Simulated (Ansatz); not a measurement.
An Ansatz input:

```yaml
crystal:
  lattice:
    - [-3.2835411221, 2.9390221925, 1.506096335]
    - [2.9390221925, -3.2835411221, 1.506096335]
    - [2.9327912627, 2.9327912627, -2.1370833855]
  atoms:
    - { symbol: In, position: [0.9915339069, 0.0084660931, 1.0] }
    - { symbol: In, position: [0.7584660931, 0.2415339069, 0.5] }
hamiltonian:
  xc: lda
  pseudopotentials:
    kind: paw_fr
    azcp:
      In: "pseudopotentials/In.paw.azcp"
basis:
  ecutwfc: 420
  fft_grid_basis: typed
kpoints:
  mp_grid: { grid: [13, 13, 8], shift: [0, 0, 0] }
magnetization:
  noncollinear: true
  spin_orbit: true
scf:
  occupations: { method: fermi_dirac, width: 0.1 }
output:
  write_density: true
  write_potential: true
  elf: true
  volumetric_format: npy
```

Output

```
Warning: the record states the generating functional pbe (its physics header spells it `PBE`), which answers neither for hamiltonian.xc's functional nor for the lda family's — results may be inconsistent (PPs are generated against a specific XC)
Engine: ansatz 0.2.0, aarch64-unknown-linux-gnu
Pseudopotentials: kind: paw_fr
Pseudopotential: In, paw_fr, valence charge 13, recommended cutoff 420 eV (normal) 
Functional definition: SPW92
  exchange = slater_x
  correlation = pw_c
non-collinear run that drives no moment, with spin-orbit: no starting moment large enough to seed its density (crystal.atoms[].spin), no starting occupations that ask for one, no magnetisation constraint and no magnetic field, so the semilocal B_xc is pinned to zero
Crystal: 2 atoms, lattice volume = 50.389 Å³
Basis set: ecut = 420 eV, 977 PW (Γ)
Bands: 34, of which v1, the nominal top of the filled ones, is band 26 counted from 1 (25 counted from 0)
Symmetry: 4 space group operations + 4 with time reversal
Magnetic group: BNS 15.86 (UNI 93), of the structure as read, at distance tolerance 3.7e-5 Å
k-points: 371 of 1352
Projection manifold: j_resolved (fully-relativistic pseudo-atomic orbitals)
Non-local potential: In, projectors of the file, l = 0: 2, l = 1: 4, l = 2: 4, l = 3: 4
PAW form: soft (Blöchl's): semilocal exchange-correlation on the pseudo side does not see the compensation charge
PAW frozen core: In, regenerated for the run's functional, and the local potential with it (the file was generated under x = pbe(κ = 0.804, μ = 0.2195149727645171), c = pbe(β = 0.06672455060314922))
PAW one-centre angular grid: In, 590 points (default); XC on 64 Gauss nodes
Initial density: superposition of atomic densities (chi_scale 0.1, normalization cell)
Initial wavefunctions: pseudopotential atomic-orbital guess
Functional: x = slater, c = lda
SCF iter   1: F=—  HF=-10918.106751 eV  |F-HF|=—  |Δ(HF+E_count)|=         —  Δρ=2.03e-2  dr2=2.43e-1  dr2_m=0.00e0 (ungated)  ethr=3.10e-3  |M|=0.00e0 ∫|m|=0.00e0 μB  |m|>n=0.0e0 m-floor=0.0e0 τ_xc=0.0e0  β_m=0.30  ⟨swp⟩=7.5  Hψ=33321  notcnv=0  defer=92
spin=Noncollinear: Kerker preconditioning applied to the charge; magnetization (m_x, m_y, m_z) channels mix plain (no charge-response kernel on spin).
SCF iter   2: F=—  HF=-10918.040440 eV  |F-HF|=—  |Δ(HF+E_count)|=   6.63e-2  Δρ=1.43e-2  dr2=1.17e-1  dr2_m=0.00e0 (ungated)  ethr=9.33e-4  |M|=0.00e0 ∫|m|=0.00e0 μB  |m|>n=0.0e0 m-floor=0.0e0 τ_xc=0.0e0  β_m=0.59  ⟨swp⟩=2.0  Hψ=8856  notcnv=0  defer=514
SCF iter   3: F=—  HF=-10917.999924 eV  |F-HF|=—  |Δ(HF+E_count)|=   4.05e-2  Δρ=4.50e-3  dr2=5.73e-3  dr2_m=0.00e0 (ungated)  ethr=4.51e-4  |M|=0.00e0 ∫|m|=0.00e0 μB  |m|>n=0.0e0 m-floor=0.0e0 τ_xc=0.0e0  β_m=0.79  ⟨swp⟩=2.0  Hψ=12097  notcnv=0  defer=514
SCF iter   4: F=—  HF=-10917.998935 eV  |F-HF|=—  |Δ(HF+E_count)|=   9.89e-4  Δρ=7.10e-4  dr2=2.52e-4  dr2_m=0.00e0 (ungated)  ethr=2.20e-5  |M|=0.00e0 ∫|m|=0.00e0 μB  |m|>n=0.0e0 m-floor=0.0e0 τ_xc=0.0e0  β_m=0.81  ⟨swp⟩=2.0  Hψ=10617  notcnv=0  defer=518
SCF iter   5: F=—  HF=-10917.998878 eV  |F-HF|=—  |Δ(HF+E_count)|=   5.67e-5  Δρ=1.88e-4  dr2=1.77e-5  dr2_m=0.00e0 (ungated)  ethr=9.71e-7  |M|=0.00e0 ∫|m|=0.00e0 μB  |m|>n=0.0e0 m-floor=0.0e0 τ_xc=0.0e0  β_m=0.90  ⟨swp⟩=2.2  Hψ=10374  notcnv=0  defer=518
SCF iter   6: F=—  HF=-10917.998880 eV  |F-HF|=—  |Δ(HF+E_count)|=   1.91e-6  Δρ=2.72e-5  dr2=7.96e-7  dr2_m=0.00e0 (ungated)  ethr=6.82e-8  |M|=0.00e0 ∫|m|=0.00e0 μB  |m|>n=0.0e0 m-floor=0.0e0 τ_xc=0.0e0  β_m=0.95  ⟨swp⟩=2.7  Hψ=11051  notcnv=0  defer=518
SCF iter   7: F=-10917.998880 eV  HF=-10917.998880 eV  |F-HF|=5.13e-8  |Δ(HF+E_count)|=   1.44e-7  Δρ=1.04e-5  dr2=9.10e-8  dr2_m=0.00e0 (ungated)  ethr=3.85e-10  |M|=0.00e0 ∫|m|=0.00e0 μB  |m|>n=0.0e0 m-floor=0.0e0 τ_xc=0.0e0  ⟨swp⟩=7.2  Hψ=21837  notcnv=0
SCF 1 converged in 7 iterations: F = -10917.998880 eV  dr2 = 9.10e-8
SCF converged after 7 iterations
Magnetization: |M| = 0.0000 μB,  M = (+0.0000, +0.0000, +0.0000) μB
Absolute magnetization: 0.0000 μB (∫|m|)
  site 0: m = (+0.0000, +0.0000, +0.0000) μB, |m| = 0.0000 μB  (R = 1.24 Å)
  site 1: m = (+0.0000, +0.0000, +0.0000) μB, |m| = 0.0000 μB  (R = 1.24 Å)
Free energy (F): -10917.998880 eV
Harris-Foulkes:  -10917.998880 eV  (|F-HF|=5.13e-8)
Internal energy: -10917.972438 eV  (E = F + TS)
E sigma→0 (E₀):  -10917.985659 eV
Entropy (-TS):   -0.026443 eV (-13.221 meV/atom)
Fermi energy:    10.352555 eV
--- Per-component energies (eV) ---
  E_band       = -44.850318
  E_kinetic    = 486.504077
  E_local      = -2156.551556  (includes V_loc(G=0)·N_el)
  E_nonlocal   = 738.472398
  E_hartree    = 845.459202
  E_xc         = -428.950847
  E_vxc        = -204.195474  (∫ρ·V_xc dr)
  E_paw        = -8030.572160  (= ΣΔE_a)
  E_vpaw       = -599.992413  (= ΣTr[D̂ρ^β])
  E_aug_tail   = 0.000050  (compensation charges beyond the density's cutoff)
  E_ewald      = -2372.916256
  E_core_change = 0.582652  (= ΣΔE_core)
  E_smearing   = -0.026443  (= −TS)
  E_closure    = -0.000000  (closes the sum)
  Σ components = -10917.998880   (vs F -10917.998880, Δ=0.00e0)
--- Band table (eV; the first three rows and the last of 371) ---
  k-point 0: bands = ["-4.8119", "-4.8119", "-4.7787", "-4.7787", "-4.7707", "-4.7707", "-4.6890", "-4.6890", "-3.9010", "-3.9010", "-3.8806", "-3.8806", "-3.8549", "-3.8549", "-3.7662", "-3.7662", "-3.6305", "-3.6305", "-3.4744", "-3.4744", "0.4598", "0.4598", "8.6600", "8.6600", "9.0206", "9.0206", "11.2382", "11.2382", "15.1832", "15.1832", "18.6334", "18.6334", "18.8298", "18.8298"]
  k-point 1: bands = ["-4.8127", "-4.8127", "-4.7788", "-4.7788", "-4.7569", "-4.7569", "-4.6761", "-4.6761", "-3.9174", "-3.9174", "-3.8847", "-3.8847", "-3.8511", "-3.8511", "-3.7487", "-3.7487", "-3.6255", "-3.6255", "-3.5002", "-3.5002", "0.6397", "0.6397", "8.3865", "8.3865", "8.9039", "8.9039", "10.8320", "10.8320", "16.6202", "16.6202", "17.5463", "17.5463", "17.9913", "17.9913"]
  k-point 2: bands = ["-4.8094", "-4.8094", "-4.7800", "-4.7800", "-4.7260", "-4.7260", "-4.6485", "-4.6485", "-3.9413", "-3.9413", "-3.8893", "-3.8893", "-3.8441", "-3.8441", "-3.7239", "-3.7239", "-3.6183", "-3.6183", "-3.5573", "-3.5573", "1.1827", "1.1827", "6.7389", "6.7389", "9.5755", "9.5755", "10.9230", "10.9230", "15.6371", "15.6371", "15.9572", "15.9572", "19.2372", "19.2372"]
  k-point 370: bands = ["-4.7806", "-4.7806", "-4.7799", "-4.7799", "-4.6521", "-4.6521", "-4.6509", "-4.6509", "-3.9002", "-3.9002", "-3.8985", "-3.8985", "-3.8097", "-3.8097", "-3.8045", "-3.8045", "-3.6439", "-3.6439", "-3.6409", "-3.6409", "4.8935", "4.8935", "4.8942", "4.8942", "6.6670", "6.6670", "6.6682", "6.6682", "19.5240", "19.5240", "19.5361", "19.5361", "20.5857", "20.5857"]
```
